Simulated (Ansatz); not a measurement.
# SiC: the cell at several levels of theory, part 2 of 2

Ansatz 0.2.0, plane waves. The steps go on from the part before.

### 3 Relaxation with r2SCAN

It starts from the cell of step 2.

input.yaml reads:

```yaml
crystal:
  lattice:
    - [3.094031157, 0.0, 0.0]
    - [-1.5470155785, 2.679509582, 0.0]
    - [0.0, 0.0, 10.1290649855]
  atoms:
    - { symbol: Si, position: [0.0, 0.0, -0.0001500101] }
    - { symbol: Si, position: [0.3333333333, 0.6666666667, 0.2499054347] }
    - { symbol: Si, position: [0.0, 0.0, 0.4998499899] }
    - { symbol: Si, position: [0.6666666667, 0.3333333333, 0.7499054347] }
    - { symbol: C, position: [0.0, 0.0, 0.1873051244] }
    - { symbol: C, position: [0.3333333333, 0.6666666667, 0.437939451] }
    - { symbol: C, position: [0.0, 0.0, 0.6873051244] }
    - { symbol: C, position: [0.6666666667, 0.3333333333, 0.937939451] }
kpoints:
  mp_grid: { grid: [12, 12, 2] }
hamiltonian:
  xc: r2scan
scf:
  occupations: { method: fermi_dirac, width: 0.02 }
relax:
  f_tol: 0.005
  cell: {}
```

Command:

```
> ansatz run input.yaml --threads 2 --pin off --max-ram 20275MiB --backend cpu --events-out ev --progress --plain --runs-dir out
```

The log of the run:

```text
Engine: ansatz 0.2.0, x86_64-unknown-linux-gnu
Pseudopotentials: kind: paw
Pseudopotential: Si, paw, valence charge 4, recommended cutoff 500 eV (meta_gga), Si.paw.azcp
Pseudopotential: C, paw, valence charge 4, recommended cutoff 500 eV (meta_gga), C.paw.azcp
Functional definition: r2SCAN
  parameter k0 = 0.174
  parameter k1 = 0.065
  parameter a1 = 4.9479
  exchange = r2scan_x(k0 = k0, k1 = k1, a1 = a1)
  correlation = r2scan_c
Crystal: 8 atoms, lattice volume = 83.975 Å³
Basis set: ecut = 500 eV, 2161 PW (Γ), exchange–correlation on 96×96×300 points (64 copies of the dense FFT grid, shifted against one another)
Bands: 24, of which v1, the nominal top of the filled ones, is band 16 counted from 1 (15 counted from 0)
Symmetry: 12 space group operations
Space group: P63mc (ITA 186), of the structure as read, at distance tolerance 4.4e-5 Å
k-points: 38 of 288
Non-local potential: Si, projectors of the file, l = 0: 2, l = 1: 2, l = 2: 2
Non-local potential: C, projectors of the file, l = 0: 2, l = 1: 2, l = 2: 1
PAW form: soft (Blöchl's): semilocal exchange-correlation on the pseudo side does not see the compensation charge
PAW frozen core: Si, regenerated for the run's functional (the file was generated under x = pbe(κ = 0.804, μ = 0.2195149727645171), c = pbe(β = 0.06672455060314922))
PAW frozen core: C, regenerated for the run's functional (the file was generated under x = pbe(κ = 0.804, μ = 0.2195149727645171), c = pbe(β = 0.06672455060314922))
PAW one-centre angular grid: Si, 302 points (default); XC on 160 Gauss nodes
PAW one-centre angular grid: C, 302 points (default); XC on 239 of its mesh's 2573 points in the sphere
Initial density: superposition of atomic densities (neutral atoms: chi_scale 0, normalization atom), corrected by the library's trained network
Initial wavefunctions: pseudopotential atomic-orbital guess
Functional: x = r2scan, c = r2scan; τ floored in thin density (d = 2e-4 eV/Å³)
SCF iter   1: F=—  HF=-3565.149768 eV  |F-HF|=—  |Δ(HF+E_count)|=         —  Δρ=5.79e-3  dr2=1.80e-2  dr2_τ=7.42e-1  ethr=1.77e-3  ⟨swp⟩=6.7  Hψ=5227  notcnv=0
preconditioner: auto → none  [insulator: Δε(μ)=2.535 eV  Ē_g=12.672 eV  σ=0.020 eV  W_gap=1.00  n_scr=6 (ndim 8)  ℏωp=22.9 eV  f_vac=0.000  D(μ)=0.00/eV (n_scr^D=0)  ε∞_Penn≈4.3]
SCF iter   2: F=—  HF=-3565.320976 eV  |F-HF|=—  |Δ(HF+E_count)|=   1.71e-1  Δρ=3.97e-3  dr2=7.25e-3  dr2_τ=1.34e-4  ethr=5.62e-5  ⟨swp⟩=3.0  Hψ=2205  notcnv=0  defer=113
SCF iter   3: F=—  HF=-3565.321011 eV  |F-HF|=—  |Δ(HF+E_count)|=   3.48e-5  Δρ=1.54e-3  dr2=2.36e-3  dr2_τ=8.20e-5  ethr=2.27e-5  ⟨swp⟩=2.0  Hψ=1583  notcnv=0  defer=75
automatic band count: iteration 3 solves 23 bands in place of 24: the levels show a gap, and the empty bands left out lie too high to hold charge; the band table lists the bands solved (type scf.n_extra_bands for more)
SCF iter   4: F=—  HF=-3565.320757 eV  |F-HF|=—  |Δ(HF+E_count)|=   2.54e-4  Δρ=4.09e-4  dr2=1.31e-4  dr2_τ=1.89e-5  ethr=7.37e-6  ⟨swp⟩=2.1  Hψ=1507  notcnv=0  defer=75
SCF iter   5: F=—  HF=-3565.320752 eV  |F-HF|=—  |Δ(HF+E_count)|=   5.43e-6  Δρ=8.40e-5  dr2=3.45e-6  dr2_τ=6.84e-7  ethr=4.09e-7  ⟨swp⟩=2.2  Hψ=1277  notcnv=0  defer=75
SCF iter   6: F=—  HF=-3565.320750 eV  |F-HF|=—  |Δ(HF+E_count)|=   1.47e-6  Δρ=4.72e-5  dr2=1.54e-6  dr2_τ=3.68e-8  ethr=1.08e-8  ⟨swp⟩=2.0  Hψ=1398  notcnv=0  defer=75
SCF iter   7: F=—  HF=-3565.320751 eV  |F-HF|=—  |Δ(HF+E_count)|=   3.13e-7  Δρ=1.97e-5  dr2=2.61e-7  dr2_τ=3.86e-9  ethr=4.81e-9  ⟨swp⟩=2.5  Hψ=1317  notcnv=0  defer=75
SCF iter   8: F=-3565.320751 eV  HF=-3565.320751 eV  |F-HF|=3.36e-9  |Δ(HF+E_count)|=   4.10e-8  Δρ=4.31e-6  dr2=9.87e-9  dr2_τ=2.15e-10  ethr=3.13e-10  ⟨swp⟩=4.3  Hψ=2890  notcnv=0
SCF 1 converged in 8 iterations: F = -3565.320751 eV  dr2 = 9.87e-9
relax step   1: F+E_penalty+E_count = -3565.32075085 eV  Δ(F+E_penalty+E_count) = +0.000e0 eV  max|allowed force component| = 6.382e-3 eV/Å  Δτ_max = 0.0000 Å  P = -3.499 GPa  Ω = 83.975 Å³  (8 SCF iters, dr2 threshold 1.00e-7 eV, accepted)
Crystal: 8 atoms, lattice volume = 83.235 Å³
Basis set: ecut = 500 eV, 2149 PW (Γ), exchange–correlation on 96×96×300 points (64 copies of the dense FFT grid, shifted against one another)
Initial density: handed on by an earlier stage of this run
Initial wavefunctions: those handed on with the density
iter 1 solved again at ethr=1.44e-5 eV; its pass at ethr=3.10e-3 eV (dr2=4.60e-3 eV) is discarded
SCF iter   1: F=—  HF=-3565.332520 eV  |F-HF|=—  |Δ(HF+E_count)|=         —  Δρ=1.98e-3  dr2=4.06e-3  dr2_τ=1.22e-3  ethr=1.44e-5  ⟨swp⟩=2.1  Hψ=4422  notcnv=0
automatic band count: iteration 1 solves 20 bands in place of 24: the levels show a gap, and the empty bands left out lie too high to hold charge; the band table lists the bands solved (type scf.n_extra_bands for more)
preconditioner: auto → none  [insulator: Δε(μ)=2.610 eV  Ē_g=11.460 eV  σ=0.020 eV  W_gap=1.00  n_scr=6 (ndim 8)  ℏωp=23.0 eV  f_vac=0.000  D(μ)=0.00/eV (n_scr^D=0)  ε∞_Penn≈5.0]
SCF iter   2: F=—  HF=-3565.332560 eV  |F-HF|=—  |Δ(HF+E_count)|=   3.99e-5  Δρ=3.80e-4  dr2=9.17e-5  dr2_τ=8.47e-5  ethr=1.27e-5  ⟨swp⟩=2.0  Hψ=1510  notcnv=0
SCF iter   3: F=—  HF=-3565.332589 eV  |F-HF|=—  |Δ(HF+E_count)|=   2.88e-5  Δρ=1.70e-4  dr2=2.03e-5  dr2_τ=5.17e-7  ethr=2.87e-7  ⟨swp⟩=2.0  Hψ=1368  notcnv=0
SCF iter   4: F=-3565.332592 eV  HF=-3565.332592 eV  |F-HF|=4.99e-7  |Δ(HF+E_count)|=   3.24e-6  Δρ=2.67e-5  dr2=7.31e-7  dr2_τ=2.87e-8  ethr=2.50e-9  ⟨swp⟩=3.1  Hψ=3440  notcnv=0
SCF 2 converged in 4 iterations: F = -3565.332592 eV  dr2 = 7.31e-7
relax step   2: F+E_penalty+E_count = -3565.33259164 eV  Δ(F+E_penalty+E_count) = -1.184e-2 eV  max|allowed force component| = 5.884e-3 eV/Å  Δτ_max = 0.0003 Å  P = -1.569 GPa  Ω = 83.235 Å³  energy of the carried Pulay correction = +9.213e-5 eV  (4 SCF iters, dr2 threshold 8.00e-7 eV, accepted)
Crystal: 8 atoms, lattice volume = 82.640 Å³
Basis set: ecut = 500 eV, 2137 PW (Γ), exchange–correlation on 96×96×300 points (64 copies of the dense FFT grid, shifted against one another)
iter 1 solved again at ethr=9.35e-6 eV; its pass at ethr=3.10e-3 eV (dr2=2.99e-3 eV) is discarded
SCF iter   1: F=—  HF=-3565.335464 eV  |F-HF|=—  |Δ(HF+E_count)|=         —  Δρ=1.61e-3  dr2=2.65e-3  dr2_τ=8.04e-4  ethr=9.35e-6  ⟨swp⟩=2.0  Hψ=4383  notcnv=0
automatic band count: iteration 1 solves 20 bands in place of 24: the levels show a gap, and the empty bands left out lie too high to hold charge; the band table lists the bands solved (type scf.n_extra_bands for more)
preconditioner: auto → none  [insulator: Δε(μ)=2.613 eV  Ē_g=11.502 eV  σ=0.020 eV  W_gap=1.00  n_scr=6 (ndim 8)  ℏωp=23.1 eV  f_vac=0.000  D(μ)=0.00/eV (n_scr^D=0)  ε∞_Penn≈5.0]
SCF iter   2: F=—  HF=-3565.335503 eV  |F-HF|=—  |Δ(HF+E_count)|=   3.85e-5  Δρ=3.12e-4  dr2=6.05e-5  dr2_τ=5.52e-5  ethr=8.28e-6  ⟨swp⟩=2.0  Hψ=1508  notcnv=0
SCF iter   3: F=—  HF=-3565.335524 eV  |F-HF|=—  |Δ(HF+E_count)|=   2.13e-5  Δρ=1.40e-4  dr2=1.35e-5  dr2_τ=3.43e-7  ethr=1.89e-7  ⟨swp⟩=2.0  Hψ=1368  notcnv=0
SCF iter   4: F=-3565.335526 eV  HF=-3565.335527 eV  |F-HF|=1.88e-7  |Δ(HF+E_count)|=   2.54e-6  Δρ=2.11e-5  dr2=3.22e-7  dr2_τ=2.02e-8  ethr=2.50e-9  ⟨swp⟩=3.0  Hψ=3392  notcnv=0
SCF 3 converged in 4 iterations: F = -3565.335526 eV  dr2 = 3.22e-7
relax step   3: F+E_penalty+E_count = -3565.33552639 eV  Δ(F+E_penalty+E_count) = -2.935e-3 eV  max|allowed force component| = 2.409e-3 eV/Å  Δτ_max = 0.0003 Å  P = +0.039 GPa  Ω = 82.640 Å³  energy of the carried Pulay correction = +1.668e-4 eV  (4 SCF iters, dr2 threshold 8.00e-7 eV, accepted)
Crystal: 8 atoms, lattice volume = 82.653 Å³
iter 1 solved again at ethr=1.95e-8 eV; its pass at ethr=3.10e-3 eV (dr2=6.23e-6 eV) is discarded
SCF iter   1: F=—  HF=-3565.335534 eV  |F-HF|=—  |Δ(HF+E_count)|=         —  Δρ=9.21e-5  dr2=6.41e-6  dr2_τ=1.97e-6  ethr=1.95e-8  ⟨swp⟩=2.2  Hψ=4769  notcnv=0
automatic band count: iteration 1 solves 20 bands in place of 24: the levels show a gap, and the empty bands left out lie too high to hold charge; the band table lists the bands solved (type scf.n_extra_bands for more)
preconditioner: auto → none  [insulator: Δε(μ)=2.596 eV  Ē_g=11.490 eV  σ=0.020 eV  W_gap=1.00  n_scr=6 (ndim 8)  ℏωp=23.1 eV  f_vac=0.000  D(μ)=0.00/eV (n_scr^D=0)  ε∞_Penn≈5.0]
SCF iter   2: F=—  HF=-3565.335533 eV  |F-HF|=—  |Δ(HF+E_count)|=   7.07e-7  Δρ=3.41e-5  dr2=6.25e-7  dr2_τ=8.07e-8  ethr=1.95e-8  ⟨swp⟩=2.1  Hψ=1269  notcnv=0
SCF iter   3: F=—  HF=-3565.335533 eV  |F-HF|=—  |Δ(HF+E_count)|=   6.25e-9  Δρ=1.24e-5  dr2=8.73e-8  dr2_τ=1.07e-8  ethr=1.95e-9  ⟨swp⟩=2.1  Hψ=1325  notcnv=0
SCF iter   4: F=-3565.335533 eV  HF=-3565.335533 eV  |F-HF|=5.15e-9  |Δ(HF+E_count)|=   1.38e-8  Δρ=4.01e-6  dr2=1.30e-8  dr2_τ=1.10e-9  ethr=1.90e-10  ⟨swp⟩=5.0  Hψ=3028  notcnv=0
SCF 4 converged in 4 iterations: F = -3565.335533 eV  dr2 = 1.30e-8
relax step   4: F+E_penalty+E_count = -3565.33553305 eV  Δ(F+E_penalty+E_count) = -6.665e-6 eV  max|allowed force component| = 2.415e-3 eV/Å  Δτ_max = 0.0002 Å  P = +0.003 GPa  Ω = 82.653 Å³  energy of the carried Pulay correction = +1.652e-4 eV  (4 SCF iters, dr2 threshold 6.08e-8 eV, accepted)
Crystal: 8 atoms, lattice volume = 82.654 Å³
iter 1 solved again at ethr=1.26e-9 eV; its pass at ethr=3.10e-3 eV (dr2=4.04e-7 eV) is discarded
SCF iter   1: F=—  HF=-3565.335537 eV  |F-HF|=—  |Δ(HF+E_count)|=         —  Δρ=2.47e-5  dr2=4.42e-7  dr2_τ=3.06e-7  ethr=1.26e-9  ⟨swp⟩=2.4  Hψ=4970  notcnv=0
automatic band count: iteration 1 solves 20 bands in place of 24: the levels show a gap, and the empty bands left out lie too high to hold charge; the band table lists the bands solved (type scf.n_extra_bands for more)
preconditioner: auto → none  [insulator: Δε(μ)=2.598 eV  Ē_g=11.490 eV  σ=0.020 eV  W_gap=1.00  n_scr=6 (ndim 8)  ℏωp=23.1 eV  f_vac=0.000  D(μ)=0.00/eV (n_scr^D=0)  ε∞_Penn≈5.0]
SCF iter   2: F=—  HF=-3565.335537 eV  |F-HF|=—  |Δ(HF+E_count)|=   2.40e-8  Δρ=1.10e-5  dr2=7.18e-8  dr2_τ=1.42e-9  ethr=1.26e-9  ⟨swp⟩=2.4  Hψ=1355  notcnv=0
SCF iter   3: F=—  HF=-3565.335537 eV  |F-HF|=—  |Δ(HF+E_count)|=   6.28e-9  Δρ=4.19e-6  dr2=2.57e-8  dr2_τ=2.02e-9  ethr=2.24e-10  ⟨swp⟩=2.0  Hψ=1338  notcnv=0
SCF iter   4: F=-3565.335537 eV  HF=-3565.335537 eV  |F-HF|=4.20e-10  |Δ(HF+E_count)|=   6.07e-9  Δρ=1.26e-6  dr2=4.61e-10  dr2_τ=2.26e-11  ethr=3.19e-11  ⟨swp⟩=5.0  Hψ=3050  notcnv=0
SCF 5 converged in 4 iterations: F = -3565.335537 eV  dr2 = 4.61e-10
relax step   5: F+E_penalty+E_count = -3565.33553726 eV  Δ(F+E_penalty+E_count) = -4.208e-6 eV  max|allowed force component| = 2.193e-4 eV/Å  Δτ_max = 0.0001 Å  P = -0.000 GPa  Ω = 82.654 Å³  energy of the carried Pulay correction = +1.651e-4 eV  (4 SCF iters, dr2 threshold 1.02e-8 eV, accepted)
Initial wavefunctions: pseudopotential atomic-orbital guess (no wavefunctions were taken with the density)
iter 1 solved again at ethr=6.85e-8 eV; its pass at ethr=3.10e-3 eV (dr2=2.19e-5 eV) is discarded
SCF iter   1: F=—  HF=-3565.335366 eV  |F-HF|=—  |Δ(HF+E_count)|=         —  Δρ=1.49e-5  dr2=1.75e-8  dr2_τ=4.71e-8  ethr=6.85e-8  ⟨swp⟩=3.5  Hψ=7847  notcnv=0
preconditioner: auto → none  [insulator: Δε(μ)=2.598 eV  Ē_g=12.789 eV  σ=0.020 eV  W_gap=1.00  n_scr=6 (ndim 8)  ℏωp=23.1 eV  f_vac=0.000  D(μ)=0.00/eV (n_scr^D=0)  ε∞_Penn≈4.3]
SCF iter   2: F=—  HF=-3565.335365 eV  |F-HF|=—  |Δ(HF+E_count)|=   9.24e-7  Δρ=7.74e-6  dr2=5.03e-9  dr2_τ=4.57e-9  ethr=5.47e-11  ⟨swp⟩=2.8  Hψ=1678  notcnv=0
SCF iter   3: F=—  HF=-3565.335365 eV  |F-HF|=—  |Δ(HF+E_count)|=   3.73e-8  Δρ=1.62e-6  dr2=1.84e-9  dr2_τ=1.71e-10  ethr=1.57e-11  ⟨swp⟩=2.0  Hψ=1520  notcnv=0
SCF iter   4: F=-3565.335365 eV  HF=-3565.335365 eV  |F-HF|=9.55e-12  |Δ(HF+E_count)|=  2.40e-10  Δρ=2.57e-7  dr2=5.93e-11  dr2_τ=6.12e-12  ethr=1.00e-12  ⟨swp⟩=3.2  Hψ=3699  notcnv=0
SCF 6 converged in 4 iterations: F = -3565.335365 eV  dr2 = 5.93e-11
relax step   6: F+E_penalty+E_count = -3565.33536469 eV  Δ(F+E_penalty+E_count) = +1.726e-4 eV  max|allowed force component| = 2.028e-4 eV/Å  Δτ_max = 0.0000 Å  P = +0.003 GPa  Ω = 82.654 Å³  stress off target by 3.98e-3 GPa  SCF on the basis re-selected at this cell (its energy is not comparable with the rows above)  (4 SCF iters)
basis re-selected at this cell: Δ(F+E_penalty+E_count) = +1.726e-4 eV, ΔP = +0.003 GPa vs the last step (what re-selecting the basis moved, of the pressure what is left beyond the Pulay correction that the steps carried, after the strain that the cell walked since its last selection, with what the two solves' SCF thresholds leave and, on support functions, any second-order correction that the steps lacked; it is no measure of the basis error at this ecutwfc). This SCF's stress stands 3.98e-3 GPa from its target on what of the cell is left free (relax.cell.stress_tol is 5.00e-2 GPa) and its largest allowed force component is 2.03e-4 eV/Å (relax.f_tol is 5.00e-3 eV/Å): within both
SCF converged after 4 iterations
Free energy (F): -3565.335365 eV
Harris-Foulkes:  -3565.335365 eV  (|F-HF|=9.55e-12)
Internal energy: -3565.335365 eV  (E = F + TS)
E sigma→0 (E₀):  -3565.335365 eV
Fermi energy:    10.746545 eV
--- Per-component energies (eV) ---
  E_band       = 102.320735
  E_kinetic    = 544.271487
  E_local      = -415.842443  (includes V_loc(G=0)·N_el)
  E_nonlocal   = 201.434888
  E_hartree    = 130.697099
  E_xc         = -405.501544
  E_vxc        = -474.660397  (∫ρ·V_xc dr)
  E_paw        = -2481.156982  (= ΣΔE_a)
  E_vpaw       = -36.559423  (= ΣTr[D̂ρ^β])
  E_aug_tail   = 0.000033  (compensation charges beyond the density's cutoff)
  E_vtau       = 22.282494  (kinetic-family band-sum trace: ∫τ·v_τ [+ j·A + Jᵃ·Aᵃ] dr)
  E_ewald      = -1138.833075
  E_core_change = -0.404827  (= ΣΔE_core)
  E_smearing   = -0.000000  (= −TS)
  E_closure    = -0.000000  (closes the sum)
  Σ components = -3565.335365   (vs F -3565.335365, Δ=0.00e0)
--- Forces (eV/Å), atoms counted from 1 ---
  atom   1  Si    -0.00000000     0.00000000     0.00018222
  atom   2  Si     0.00000000     0.00000000     0.00016319
  atom   3  Si     0.00000000     0.00000000     0.00018222
  atom   4  Si     0.00000000    -0.00000000     0.00016319
  atom   5  C      0.00000000     0.00000000    -0.00019899
  atom   6  C     -0.00000000     0.00000000    -0.00013102
  atom   7  C      0.00000000    -0.00000000    -0.00019899
  atom   8  C      0.00000000    -0.00000000    -0.00013102
  max |Σ_I F_I| component: 3.08e-5 eV/Å
--- Stress (GPa, compression-positive) ---
        0.003984      -0.000000      -0.000000
       -0.000000       0.003984       0.000000
       -0.000000       0.000000       0.001572
  P = ⅓ Tr σ = 0.0032 GPa (0.032 kbar)
--- Relaxed structure (5 steps of the walk, 5 accepted, 1 SCFs on fresh bases) ---
  F+E_penalty+E_count = -3565.33536469 eV   max|allowed force component| = 2.028e-4 eV/Å   (the final SCF, on the basis selected at the relaxed cell)
  cell:  # Å, volume = 82.6536 Å³
    - [3.0775550330329255, -7.257395282761669e-34, 9.071744103452086e-35]
    - [-1.5387775165164628, 2.665240840151171, -5.202352511816138e-19]
    - [3.26684215457116e-33, -1.9665899694121656e-18, 10.07672278605987]
  atoms:
    - { symbol: Si, position: [3.3027064966437253e-22, 6.605412993295112e-22, -0.00014056673113379333] }
    - { symbol: Si, position: [0.3333333333333332, 0.6666666666666665, 0.24990838172100102] }
    - { symbol: Si, position: [3.3027064966074637e-22, 6.60541299320915e-22, 0.499859433268866] }
    - { symbol: Si, position: [0.6666666666666667, 0.33333333333333326, 0.7499083817210012] }
    - { symbol: C, position: [-7.599141618407663e-22, -1.5198283236817974e-21, 0.18728339631200833] }
    - { symbol: C, position: [0.3333333333333332, 0.6666666666666665, 0.43794878869812415] }
    - { symbol: C, position: [-7.5991416184077835e-22, -1.5198283236814604e-21, 0.6872833963120083] }
    - { symbol: C, position: [0.6666666666666667, 0.33333333333333326, 0.937948788698124] }
```

It took 20 s on 2 threads of AMD EPYC 7R13 (Zen 3), shared host; peak memory 0.73 GiB.

The path of the relaxation:

```tsv
step	energy change (meV/atom)	largest force (eV/Å)	pressure (GPa)	volume (Å³/atom)
1	0.0	0.0064	-3.50	10.497
2	-1.5	0.0059	-1.57	10.404
3	-1.8	0.0024	0.04	10.330
4	-1.8	0.0024	0.00	10.332
5	-1.8	0.0002	0.00	10.332
6	-1.8	0.0002	0.00	10.332
```

The table lists every geometry solved, with passes on a fresh basis, whose energies don't compare exactly with the rows above.

|  | before | after | change |
| --- | --- | --- | --- |
| a (Å) | 3.094 | 3.078 | -0.53 % |
| c (Å) | 10.129 | 10.077 | -0.52 % |
| volume (Å³/atom) | 10.497 | 10.332 | -1.57 % |
| shortest distance (Å) | 1.893 | 1.883 | -0.53 % |
| space group | P6_3mc | P6_3mc | same |

### 4 All levels compared

The summary covers parts 1 to 2.

```
 level  a (Å)   c (Å)  volume (Å³/atom)  space group  SCF geometries
   PBE  3.094  10.129            10.497       P6_3mc              10
r2SCAN  3.078  10.077            10.332       P6_3mc               6
```

**Reading.** The first relaxation changed the volume by +14.7 % from the start. r2SCAN gives the smallest cell and PBE the largest; they differ by 1.6 % in volume, a mean of 0.5 % in length. The meshes differ: PBE 12×12×4, r2SCAN 12×12×2.
